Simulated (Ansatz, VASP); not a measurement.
**Y (linear Y chain) in two plane-wave programs**

Wanted: the spread between two codes on one cell, functional and k mesh. The structure shown is the end of the Ansatz relaxation below. Other levels of theory on this material are compared in a session of their own.

Calculated with Ansatz 0.2.0; plane waves, with VASP 6.6.1 beside it; single point at LDA.

**1. Starting point**

The cell holds 1 atom: 1 Y. Cell: a = 7.500 Å, b = 7.500 Å, c = 2.823 Å, α = 90.0°, β = 90.0°, γ = 90.0°. Vacuum lies along a and b. The structure's axis is c.

**2. Ansatz: relaxation, LDA**

Ansatz runs on its default PAW (the set named soft_2) files.

This run makes the geometry at which the two programs are then compared.

input.yaml reads:

```yaml
crystal:
  lattice:
    - [7.5, 0.0, 0.0]
    - [0.0, 7.5, 0.0]
    - [0.0, 0.0, 3.534]
  atoms:
    - { symbol: "Y", position: [0.5, 0.5, 0.0], spin: 1.0 }
magnetization:
  spin_polarized: true
kpoints:
  mp_grid: { grid: [1, 1, 23] }
scf:
  occupations: { method: fermi_dirac, width: 0.05 }
hamiltonian:
  xc: lda
relax:
  cell: { fix: [a, b, alpha, beta, gamma] }
  max_steps: 60
```

Run with:

```bash
> ansatz run input.yaml --threads 4 --pin off --max-ram 8192MiB --backend cpu --events-out ev --progress --plain --runs-dir out
```

Numbers of over 12 decimals in the logs are rounded to 6 here.

The program printed:

```text
Engine: ansatz 0.2.0, aarch64-unknown-linux-gnu
Pseudopotentials: kind: paw
Pseudopotential: Y, paw, valence charge 11, recommended cutoff 420 eV (normal), Y.paw.azcp
Functional definition: SPW92
  exchange = slater_x
  correlation = pw_c
Crystal: 1 atoms, lattice volume = 198.787 Å³
Basis set: ecut = 420 eV, 3891 PW (Γ)
Bands: 10, of which v1, the nominal top of the filled ones, is band 6 counted from 1 (5 counted from 0)
Symmetry: 16 space group operations
Space group: P4/mmm (ITA 123), of the structure as read, at distance tolerance 5.8e-5 Å
Magnetic group: BNS 123.339 (UNI 999), of the structure as read, at distance tolerance 5.8e-5 Å
k-points: 12 of 23
Non-local potential: Y, projectors of the file, l = 0: 3, l = 1: 2, l = 2: 2, l = 3: 1
PAW form: soft (Blöchl's): semilocal exchange-correlation on the pseudo side does not see the compensation charge
PAW frozen core: Y, regenerated for the run's functional, and the local potential with it (the file was generated under x = pbe(κ = 0.804, μ = 0.219515), c = pbe(β = 0.066725))
PAW one-centre angular grid: Y, 590 points (default); XC on 64 Gauss nodes
Initial density: superposition of atomic densities (neutral atoms: chi_scale 0, normalization atom)
Starting moments: Σ|m| = 1 μB on 1 of 1 site
Initial wavefunctions: pseudopotential atomic-orbital guess
Functional: x = slater, c = lda
SCF iter   1: F=—  HF=-3742.294720 eV  |F-HF|=—  |Δ(HF+E_count)|=         —  Δρ=9.29e-3 (↑9.29e-3 ↓4.84e-3)  dr2=9.24e-1  dr2_m=1.71e-2  M=1.145 μB ∫|m|=1.145 μB  β_m=0.30  ethr=3.10e-3  ⟨swp⟩=3.9  Hψ=1314  notcnv=0
Mixer restart at iter 1: flushing history
preconditioner: auto → LDOS  [metal: Δε(μ)=0.049 eV  Ē_g=1.909 eV  σ=0.050 eV  W_gap=0.24  n_scr=12 (ndim 8)  ℏωp=4.6 eV  f_vac=0.454  D(μ)=4.07/eV (n_scr^D=22)]
spin=Collinear: LDOS preconditioning applied to the charge; magnetization (m = ρ↑ − ρ↓) channel mixes plain (no charge-response kernel on spin).
SCF iter   2: F=—  HF=-3742.228063 eV  |F-HF|=—  |Δ(HF+E_count)|=   6.67e-2  Δρ=6.80e-3 (↑6.80e-3 ↓3.48e-3)  dr2=5.19e-1  dr2_m=9.92e-3  M=1.191 μB ∫|m|=1.191 μB  β_m=0.65  ethr=3.10e-3  ⟨swp⟩=1.0  Hψ=432  notcnv=0
SCF iter   3: F=—  HF=-3742.150785 eV  |F-HF|=—  |Δ(HF+E_count)|=   7.73e-2  Δρ=2.00e-3 (↑2.00e-3 ↓1.97e-3)  dr2=1.79e-2  dr2_m=1.36e-3  M=1.403 μB ∫|m|=1.403 μB  β_m=0.82  ethr=3.10e-3  ⟨swp⟩=2.5  Hψ=417  notcnv=0
SCF iter   4: F=—  HF=-3742.175492 eV  |F-HF|=—  |Δ(HF+E_count)|=         —  Δρ=5.88e-4 (↑5.88e-4 ↓4.10e-4)  dr2=3.45e-3  dr2_m=7.76e-5  M=1.507 μB ∫|m|=1.507 μB  β_m=0.82  ethr=1.63e-4  ⟨swp⟩=2.8  Hψ=450  notcnv=0
Mixer restart at iter 4: flushing history
SCF iter   5: F=—  HF=-3742.174841 eV  |F-HF|=—  |Δ(HF+E_count)|=   6.51e-4  Δρ=2.22e-4 (↑2.22e-4 ↓1.51e-4)  dr2=2.23e-4  dr2_m=9.08e-6  M=1.510 μB ∫|m|=1.510 μB  β_m=0.85  ethr=3.13e-5  ⟨swp⟩=2.0  Hψ=312  notcnv=0
SCF iter   6: F=—  HF=-3742.174924 eV  |F-HF|=—  |Δ(HF+E_count)|=   8.33e-5  Δρ=6.46e-5 (↑6.46e-5 ↓5.80e-5)  dr2=4.81e-5  dr2_m=4.64e-7  M=1.511 μB ∫|m|=1.511 μB  β_m=0.92  ethr=2.03e-6  ⟨swp⟩=1.5  Hψ=297  notcnv=0
SCF iter   7: F=—  HF=-3742.174930 eV  |F-HF|=—  |Δ(HF+E_count)|=   6.09e-6  Δρ=1.11e-5 (↑1.09e-5 ↓1.11e-5)  dr2=9.23e-7  dr2_m=1.14e-7  M=1.511 μB ∫|m|=1.511 μB  β_m=0.96  ethr=4.38e-7  ⟨swp⟩=1.9  Hψ=277  notcnv=0
SCF iter   8: F=—  HF=-3742.174931 eV  |F-HF|=—  |Δ(HF+E_count)|=   2.73e-7  Δρ=2.81e-6 (↑2.81e-6 ↓2.32e-6)  dr2=5.95e-8  dr2_m=3.08e-9  M=1.511 μB ∫|m|=1.511 μB  β_m=0.98  ethr=8.39e-9  ⟨swp⟩=2.3  Hψ=375  notcnv=0
SCF iter   9: F=-3742.174931 eV  HF=-3742.174931 eV  |F-HF|=1.73e-10  |Δ(HF+E_count)|=   1.75e-8  Δρ=5.70e-7 (↑5.70e-7 ↓4.04e-7)  dr2=1.50e-9  dr2_m=5.29e-11  M=1.511 μB ∫|m|=1.511 μB  ethr=5.41e-10  ⟨swp⟩=1.6  Hψ=807  notcnv=0
SCF 1 converged in 9 iterations: F = -3742.174931 eV  dr2 = 1.50e-9
  greatest PAW one-centre occupation: 0.993 electrons in one spin orbital (limit 2), on the Y atom at site 0 (counted from 0), in its partial waves of l = 0
relax step   1: F+E_penalty+E_count = -3742.17493073 eV  Δ(F+E_penalty+E_count) = +0.000e0 eV  max|allowed force component| = 0.000e0 eV/Å  Δτ_max = 0.0000 Å  P = -0.992 GPa  Ω = 198.787 Å³  fix = [a, b, alpha, beta, gamma]  reactions: a -0.550, b -0.550 GPa  (9 SCF iters, dr2 threshold 1.00e-7 eV, accepted)
[...]
relax step   6: F+E_penalty+E_count = -3742.50941986 eV  Δ(F+E_penalty+E_count) = -6.815e-3 eV  max|allowed force component| = 0.000e0 eV/Å  Δτ_max = 0.0000 Å  P = -0.435 GPa  Ω = 159.873 Å³  energy of the carried Pulay correction = +6.545e-5 eV  fix = [a, b, alpha, beta, gamma]  reactions: a -0.605, b -0.605 GPa  (8 SCF iters, dr2 threshold 1.00e-7 eV, accepted)
[...]
relax step   7: F+E_penalty+E_count = -3742.50967968 eV  Δ(F+E_penalty+E_count) = -2.598e-4 eV  max|allowed force component| = 0.000e0 eV/Å  Δτ_max = 0.0000 Å  P = -0.396 GPa  Ω = 158.786 Å³  energy of the carried Pulay correction = +6.753e-5 eV  fix = [a, b, alpha, beta, gamma]  reactions: a -0.606, b -0.606 GPa  (8 SCF iters, dr2 threshold 2.33e-8 eV, accepted)
[...]
relax step   8: F+E_penalty+E_count = -3742.50961066 eV  Δ(F+E_penalty+E_count) = +6.902e-5 eV  max|allowed force component| = 0.000e0 eV/Å  Δτ_max = 0.0000 Å  P = -0.396 GPa  Ω = 158.786 Å³  fix = [a, b, alpha, beta, gamma]  reactions: a -0.606, b -0.606 GPa  stress off target by 2.34e-2 GPa on what of the cell is left free  SCF on the basis re-selected at this cell (its energy is not comparable with the rows above)  (6 SCF iters)
basis re-selected at this cell: Δ(F+E_penalty+E_count) = +6.902e-5 eV, ΔP = -0.000 GPa vs the last step (what re-selecting the basis moved, of the pressure what is left beyond the Pulay correction that the steps carried, after the strain that the cell walked since its last selection, with what the two solves' SCF thresholds leave and, on support functions, any second-order correction that the steps lacked; it is no measure of the basis error at this ecutwfc). The dense FFT grid was sized anew with the basis: this SCF ran on 54×54×20 points, the steps before it on 54×54×24, so part of this shift can come from that change (see relax.cell in the input reference). [rest of the remark cut]
SCF converged after 6 iterations
Magnetization: 0.0000 μB (5.5000 up, 5.5000 down)
Absolute magnetization: 0.0000 μB (∫|ρ↑−ρ↓|, with the PAW one-centre terms)
Spin contamination: 0.0000 ħ² per cell (⟨S²⟩ above its minimum at these occupations)
Per-site moments (μB) at R_I (Å): [(1.4374757124327398e-8, 1.164433)]
Free energy (F): -3742.509611 eV
Harris-Foulkes:  -3742.509611 eV  (|F-HF|=1.36e-12)
Internal energy: -3742.494846 eV  (E = F + TS)
E sigma→0 (E₀):  -3742.502228 eV
Entropy (-TS):   -0.014765 eV (-14.765 meV/atom)
Fermi energy:    -0.539591 eV
--- Per-component energies (eV) ---
  E_band       = -233.592947
  E_kinetic    = 306.334315
  E_local      = -1523.792682  (includes V_loc(G=0)·N_el)
  E_nonlocal   = 55.658484
  E_hartree    = 590.387335
  E_xc         = -169.322660
  E_vxc        = -195.479275  (∫ρ·V_xc dr)
  E_paw        = -2724.759111  (= ΣΔE_a)
  E_vpaw       = -57.088485  (= ΣTr[D̂ρ^β])
  E_aug_tail   = 0.000001  (compensation charges beyond the density's cutoff)
  E_ewald      = -277.330115
  E_core_change = 0.329586  (= ΣΔE_core)
  E_smearing   = -0.014765  (= −TS)
  E_closure    = -0.000000  (closes the sum)
  Σ components = -3742.509611   (vs F -3742.509611, Δ=0.00e0)
--- Forces (eV/Å), atoms counted from 1 ---
  atom   1  Y      0.00000000     0.00000000     0.00000000
  max |Σ_I F_I| component: 0.00e0 eV/Å
--- Stress (GPa, compression-positive) ---
       -0.606309       0.000000       0.000000
        0.000000      -0.606309       0.000000
        0.000000       0.000000       0.023404
  P = ⅓ Tr σ = -0.3964 GPa (-3.964 kbar)
--- Relaxed structure (7 steps of the walk, 7 accepted, 1 SCFs on fresh bases) ---
  F+E_penalty+E_count = -3742.50961066 eV   max|allowed force component| = 0.000e0 eV/Å   (the final SCF, on the basis selected at the relaxed cell)
  cell:  # Å, volume = 158.7863 Å³
    - [7.5, 0.0, 0.0]
    - [0.0, 7.5, 0.0]
    - [0.0, 0.0, 2.822867]
  atoms:
    - { symbol: Y, position: [0.5, 0.5, 0.0] }
```

In the SCF lines HF is the Harris–Foulkes energy and dr2 the Hartree energy of the density residual, in eV; the loop may stop once dr2 is under the threshold and the program's other checks hold. Hψ counts applications of the Hamiltonian.

**3. VASP: single point, LDA**

The same cell, functional (in two slightly different forms), mesh and smearing now go to VASP, with its own data sets.

Lines of VASP's logs that name or quote its potential files are left out, and so is its time.

INCAR reads:

```
SYSTEM = Y
PREC = Accurate
ENCUT = 500
EDIFF = 1E-06
NELM = 200
ISMEAR = -1
SIGMA = 0.05
LREAL = .FALSE.
ALGO = Normal
GGA = CA
NBANDS = 12
ISPIN = 2
MAGMOM = 0
LASPH = .TRUE.
LMAXMIX = 4
LORBIT = 11
LWAVE = .FALSE.
LCHARG = .FALSE.
ISIF = 2
GGA_COMPAT = .FALSE.
KPAR = 2
```

POSCAR reads:

```
Y
1.0
    7.5000000000      0.0000000000      0.0000000000
    0.0000000000      7.5000000000      0.0000000000
    0.0000000000      0.0000000000      2.8228670985
Y
1
Direct
    0.5000000000      0.5000000000      0.0000000000
```

KPOINTS reads:

```
Automatic mesh
0
Gamma
1 1 23
0 0 0
```

The projector-augmented-wave data sets are Y_sv (LDA family, release 64).

Run with:

```bash
> mpirun -np 2 vasp_std
```

The program printed:

```text
[banner, memory and clock lines left out]
running    2 mpi-ranks, on    1 nodes
 distrk:  each k-point on    1 cores,    2 groups
 distr:  one band on    1 cores,    1 groups

 POSCAR found type information on POSCAR Y
 POSCAR found :  1 types and       1 ions
 LDA part: xc-table for (Slater(with rela. corr.)+CA(PZ))
 , standard interpolation
 POSCAR, INCAR and KPOINTS ok, starting setup
 FFT: planning ... GRIDC
 FFT: planning ... GRID_SOFT
 FFT: planning ... GRID
 WAVECAR not read
 entering main loop
       N       E                     dE             d eps       ncg     rms          rms(c)
DAV:   1     0.196465257492E+02    0.19647E+02   -0.51574E+03   776   0.628E+02
DAV:   2    -0.127625473409E+01   -0.20923E+02   -0.18604E+02   892   0.104E+02
DAV:   3    -0.410711080572E+01   -0.28309E+01   -0.25500E+01   848   0.225E+01
DAV:   4    -0.430444948063E+01   -0.19734E+00   -0.19485E+00   852   0.508E+00
DAV:   5    -0.430797863542E+01   -0.35292E-02   -0.35209E-02   792   0.695E-01    0.106E+01
DAV:   6    -0.398917012340E+01    0.31881E+00   -0.36448E-01   692   0.333E+00    0.511E+00
DAV:   7    -0.389977598012E+01    0.89394E-01   -0.24570E-01   816   0.308E+00    0.686E-01
DAV:   8    -0.389943727184E+01    0.33871E-03   -0.70686E-03   728   0.614E-01    0.296E-01
DAV:   9    -0.389957675401E+01   -0.13948E-03   -0.36542E-04   764   0.135E-01    0.139E-01
DAV:  10    -0.389958720438E+01   -0.10450E-04   -0.11600E-04   872   0.759E-02    0.614E-02
DAV:  11    -0.389961184237E+01   -0.24638E-04   -0.37011E-05   908   0.320E-02    0.180E-02
DAV:  12    -0.389964582396E+01   -0.33982E-04   -0.16608E-05   764   0.155E-02    0.727E-03
DAV:  13    -0.389966396814E+01   -0.18144E-04   -0.13876E-05   844   0.883E-03    0.489E-03
DAV:  14    -0.389966871079E+01   -0.47427E-05   -0.97980E-07   708   0.313E-03    0.358E-03
DAV:  15    -0.389967190700E+01   -0.31962E-05   -0.14610E-06   660   0.312E-03    0.174E-03
DAV:  16    -0.389967221964E+01   -0.31264E-06   -0.12554E-07   480   0.123E-03
   1 F= -.38996722E+01 E0= -.38923154E+01  d E =-.147137E-01  mag=     0.0000
```

Parts of OUTCAR (step 3):

```text
ion  position               nearest neighbor table
   1  0.500  0.500  0.000-

  LATTYP: Found a simple tetragonal cell.
 ALAT       =     7.5000000000
 C/A-ratio  =     0.3763822798

 Subroutine GETGRP returns: Found 16 space group operations
 (whereof 16 operations were pure point group operations)

The static configuration has the point symmetry D_4h.

 Found     12 irreducible k-points:

   k-points           NKPTS =     12   k-points in BZ     NKDIM =     12   number of bands    NBANDS=     12

   dimension x,y,z NGX =    56 NGY =   56 NGZ =   24
   dimension x,y,z NGXF=   112 NGYF=  112 NGZF=   48

   ENCUT  =  500.0 eV  36.75 Ry    6.06 a.u.  13.67 13.67  5.15*2*pi/ulx,y,z

   NELECT =      11.0000    total number of electrons

 k-points in reciprocal lattice and weights: Automatic mesh
   0.00000000  0.00000000  0.00000000       0.043
   0.00000000  0.00000000  0.04347826       0.087
   0.00000000  0.00000000  0.08695652       0.087
   0.00000000  0.00000000  0.13043478       0.087
   0.00000000  0.00000000  0.17391304       0.087
   0.00000000  0.00000000  0.21739130       0.087
   0.00000000  0.00000000  0.26086957       0.087
   0.00000000  0.00000000  0.30434783       0.087
   0.00000000  0.00000000  0.34782609       0.087
   0.00000000  0.00000000  0.39130435       0.087
   0.00000000  0.00000000  0.43478261       0.087
   0.00000000  0.00000000  0.47826087       0.087

 average (electrostatic) potential at core
       1 -42.9604

 E-fermi :  -1.8424

 spin component 1
 k-point     1 :       0.0000    0.0000    0.0000
  band No.  band energies     occupation
    ...
      2     -25.2386      1.00000
      3     -25.2386      1.00000
      4     -23.7217      1.00000
      5      -4.1380      1.00000
      6      -2.2929      0.99988
      7      -1.4311      0.00027
      8      -1.1954      0.00000
      9      -0.4657      0.00000
     10      -0.4657      0.00000
     11       1.2113      0.00000
    ...

 k-point     2 :       0.0000    0.0000    0.0435
  band No.  band energies     occupation
    ...
      2     -25.2336      1.00000
      3     -25.2336      1.00000
      4     -23.7665      1.00000
      5      -4.0616      1.00000
      6      -2.2224      0.99950
      7      -1.4043      0.00016
      8      -1.1705      0.00000
      9      -0.4722      0.00000
     10      -0.4722      0.00000
     11       1.2442      0.00000
    ...

 k-point     3 :       0.0000    0.0000    0.0870
  band No.  band energies     occupation
    ...
      2     -25.2187      1.00000
      3     -25.2187      1.00000
      4     -23.8960      1.00000
      5      -3.8461      1.00000
      6      -2.0040      0.96201
      7      -1.3244      0.00003
      8      -1.0965      0.00000
      9      -0.5012      0.00000
     10      -0.5012      0.00000
     11       1.3426      0.00000
    ...

 k-point     4 :       0.0000    0.0000    0.1304
  band No.  band energies     occupation
      1     -44.9417      1.00000
      2     -25.1951      1.00000
      3     -25.1951      1.00000
      4     -24.0963      1.00000
      5      -3.5277      1.00000
      6      -1.6217      0.01194
      7      -1.1934      0.00000
      8      -0.9752      0.00000
      9      -0.5799      0.00000
     10      -0.5799      0.00000
    ...

 k-point     5 :       0.0000    0.0000    0.1739
  band No.  band energies     occupation
      1     -44.9092      1.00000
      2     -25.1643      1.00000
      3     -25.1643      1.00000
      4     -24.3474      1.00000
      5      -3.1482      1.00000
      6      -1.0656      0.00000
      7      -1.0148      0.00000
      8      -0.8105      0.00000
      9      -0.7415      0.00000
     10      -0.7415      0.00000
    ...

 k-point     6 :       0.0000    0.0000    0.2174
  band No.  band energies     occupation
      1     -44.8713      1.00000
      2     -25.1284      1.00000
      3     -25.1284      1.00000
      4     -24.6267      1.00000
      5      -2.7346      1.00000
      6      -0.9969      0.00000
      7      -0.9969      0.00000
      8      -0.7941      0.00000
      9      -0.6079      0.00000
     10      -0.3556      0.00000
    ...

  Total       -0.6000504     -0.6000504      0.0102684      0.0000000     -0.0000000     -0.0000000
  in kB       -6.0545981     -6.0545981      0.1036100      0.0000000     -0.0000000     -0.0000000
  external PRESSURE =      -4.0018621 kB  Pullay stress =       0.0000000 kB

  energy-cutoff  :      500.00
  volume of cell :      158.79
      direct lattice vectors                 reciprocal lattice vectors
     7.500000000  0.000000000  0.000000000     0.133333333  0.000000000  0.000000000
     0.000000000  7.500000000  0.000000000     0.000000000  0.133333333  0.000000000
     0.000000000  0.000000000  2.822867099     0.000000000  0.000000000  0.354249763

 POSITION                                       TOTAL-FORCE (eV/Angst)
 -----------------------------------------------------------------------------------
      3.75000      3.75000      0.00000         0.000000      0.000000      0.000000
 -----------------------------------------------------------------------------------
    total drift:                                0.000000      0.000000      0.000000

  FREE ENERGIE OF THE ION-ELECTRON SYSTEM (eV)
  ---------------------------------------------------
  free  energy   TOTEN  =        -3.8996722196 eV

  energy  without entropy=       -3.8849585459  energy(sigma->0) =       -3.89231538

 total charge
# of ion       s       p       d       f       tot
--------------------------------------------------
    1        2.312   5.987   1.245   0.008   9.552

 magnetization (x)
# of ion       s       p       d       f       tot
--------------------------------------------------
    1        0.000   0.000  -0.000  -0.000  -0.000

[... 5 further parts left out ...]
```

**4. Comparison**

Known differences besides the potentials themselves: the two LDA forms differ slightly; the cutoff is 420 eV in Ansatz and 500 eV in VASP; VASP's log shows a relativistic correction to its local exchange, Ansatz's none; Ansatz's pressure holds a Pulay correction, VASP's none. Total energies have different zeros and are not compared.

Compared:

| quantity | Ansatz | VASP | difference |
| --- | --- | --- | --- |
| pressure (GPa) | -0.40 | -0.40 | 0.00 |

**5. Outcome**

| Item | Value |
| --- | --- |
| difference in pressure (single point, LDA) | 0.0038 GPa |

**Reading.** The difference in pressure is 0.0038 GPa (single point, LDA), within the 1 GPa picked in this series as the mark of a large difference. 4 further runs of this series are not shown here. How closely two codes agree says nothing of how well the functional describes the real material.

[Lines on the potential files, build, host, timing and source positions are cut from VASP's logs without a mark.]

[Logs are printed without paths, hosts, clocks, repeated set-up lines and the standing remarks that a program may print on its own settings, such as how far it seeks lower states.]

[Hosts, paths, dates, database ids (printed as entryN), source tags and the programs' standing remarks are cut or masked in the printed files.]
